Squeezing a crystal makes its bands broader, and broader bands should eat into the gap between them. On that picture gallium nitride under pressure would move towards a metal, and a stretched crystal would become a better insulator. The calculation for the zinc-blende form gives the opposite.

Zinc-blende GaN (space group F-43m) at fixed geometries, computed with Ansatz 0.2.0 using the PBEsol functional, scalar-relativistic and without spin polarization, with PAW and a plane-wave cutoff of 420 eV. Both gaps are Kohn–Sham values taken on the 10×10×10 k mesh of the two-atom cell, with Gaussian smearing of 0.02 eV.

| volume (Å³/atom) | shortest distance (Å) | band gap (eV) | least direct gap (eV) |
| --- | --- | --- | --- |
| 10.368 | 1.888 | 2.289 | 2.289 |
| 10.403 | 1.891 | 2.268 | 2.268 |
| 10.730 | 1.910 | 2.072 | 2.072 |
| 11.483 | 1.954 | 1.643 | 1.643 |
| 11.728 | 1.968 | 1.509 | 1.509 |
| 12.063 | 1.986 | 1.330 | 1.330 |
| 12.786 | 2.025 | 0.968 | 0.968 |
| 13.136 | 2.043 | 0.800 | 0.800 |

The volume grows down the table, and the band gap falls at every step, from 2.289 to 0.800 eV. The crystal is scaled uniformly, so the shortest distance, the Ga–N bond length, follows from the volume. Both band edges stay at Γ, the centre of the Brillouin zone, in all eight rows. The trend is therefore the story of two electronic states that move relative to each other.

**From 10.368 to 10.730 Å³/atom: compressed cells**

These cells are held under strong pressure, still about 12.5 GPa at 10.730, and they have the widest gaps. The naive picture fails because it lets two bands broaden about fixed centres. In GaN the coupling between neighbouring atoms also sets how far apart the two edges lie. By standard bonding theory, the conduction edge at Γ is an antibonding mixture of Ga 4s and N 2s, while the valence edge is a bonding combination made mostly of N 2p. Shorter bonds strengthen both couplings, which pushes the upper state up relative to the lower one.

A simple model that starts from free atoms suggests how much can depend on this coupling. In density-functional calculations of the neutral atoms, the Ga 4s level lies roughly 2 eV below N 2p, the reverse of the order of the band edges in the crystal. This order depends on how an atomic level is defined: the energies needed to remove the electrons put Ga 4s above N 2p. With the density-functional levels, the model needs the repulsion from the deep N 2s level to lift the Ga 4s state above the valence band. Stretching the bonds takes away part of that lift.

**From 10.730 to 11.483 Å³/atom: through equilibrium**

Between these two rows the pressure changes sign. A Birch–Murnaghan equation of state, fitted to the pressures of all eight cells, puts zero pressure at $V_0=11.38$ Å³/atom. A least-squares line through all eight gaps then gives

$$E_g = 1.70 - 6.30\,\ln(V/V_0)\ \text{eV},$$

where $E_g$ is the band gap and $V$ the volume per atom. The slope, −6.3 eV, is the deformation potential of the gap. In practical terms, bonds that are 1% longer mean about 3% more volume and a gap smaller by about 0.19 eV.

A two-level model suggests where a slope of this size can come from. Two levels that lie $2\Delta$ apart and are coupled by $W$ move to $\pm\sqrt{\Delta^2+W^2}$ about their mean. The gap contains one such root for the s levels and one for the p levels. The usual rule for couplings between neighbours is $W\propto d^{-2}$, with $d$ the bond length, and hence $W\propto V^{-2/3}$. This gives

$$\frac{dE_g}{d\ln V}=-\frac{2}{3}\left[\frac{W_s^2}{\sqrt{\Delta_s^2+W_s^2}}+\frac{W_p^2}{\sqrt{\Delta_p^2+W_p^2}}\right].$$

At 11.483 Å³/atom the bond length is 1.954 Å, and the natural energy unit $\hbar^2/(m d^2)$, with $m$ the electron mass, is 2.0 eV. Standard couplings of 5.3 and 1.3 such units give $W_s=10.6$ and $W_p=2.6$ eV. Rough atomic levels of the density-functional kind give $\Delta_s=4.4$ and $\Delta_p=2.3$ eV. The bracket is then about 9.8 + 2.0 eV, and the slope comes to about −8 eV.

Only the bond length in this estimate comes from the table, and the result is about a quarter steeper than the fitted slope. The model thus gives the right direction and the rough size of the trend, and within the model the conduction edge does most of the moving. It is no guide to the gap itself, for which it gives about 6 eV in this row instead of 1.643 eV. Nor does its success single out the coupling as the only cause. Each atom's charged neighbours also lower the electron levels on N and raise those on Ga. This effect weakens as the bonds lengthen, which narrows the gap too, and uniform scaling changes both together.

The calculated gap has an error of its own. At zero pressure it is 1.70 eV, whereas the measured gap is roughly 3 eV, a recalled round figure. Spin–orbit coupling and lattice vibrations, both left out here, are much smaller than this difference, which is the familiar underestimate of gaps by functionals such as PBEsol. The changes from row to row deserve more trust than the gap of any one row, though such functionals tend to make these changes somewhat too small as well.

**From 11.483 to 13.136 Å³/atom: stretched cells**

Here the crystal is under tension, and a comparison with the compressed cells shows a limit of the two-level model. As the bonds lengthen, the model's slope should weaken by 15% between the step that ends at 10.730 and the last step of the table. The calculated slope weakens by only about 2%. A plausible reason, not tested here, is the filled Ga 3d shell. It pushes the N 2p valence edge upwards, most strongly when the bonds are short, and so trims the gain in gap just where the simple model overshoots most.

The steady slope hides a large change that appears once pressure takes the place of volume. In the step that ends at 10.730 the gap changes by 25 meV per GPa, in the last step by 62 meV per GPa. The link between the two descriptions is exact:

$$\frac{dE_g}{dP}=-\frac{1}{B}\,\frac{dE_g}{d\ln V},$$

where $P$ is the pressure and $B$ the bulk modulus, the stiffness against a change of volume. The deformation potential hardly changes, so the stiffness must account for the difference. It drops from 257 to 100 GPa between the same two steps, because the restoring force grows ever more slowly as the atoms are pulled apart.

The last step shows what this means in use. From 12.786 to 13.136 Å³/atom the tension rises by 2.7 GPa. The pressure coefficient at equilibrium, 34 meV per GPa, would predict a fall of the gap by about 0.09 eV. The volume gives $6.3\times\ln(13.136/12.786)=0.17$ eV, which is the fall in the table, though both rows were part of the fit. Near equilibrium either route will do, but at many GPa the gap shift is better estimated from the change of volume than from a constant pressure coefficient. For a film strained differently along different axes, this covers only the part due to the change of volume, since unequal strain also splits the valence edge.

The same reasoning carries over to a related semiconductor once the character of its band edges is known. Where the conduction edge is an s-type antibonding state at Γ, as in GaAs, compression widens the direct gap. Silicon has its conduction edge elsewhere in the zone, and its gap is known to shrink under pressure.
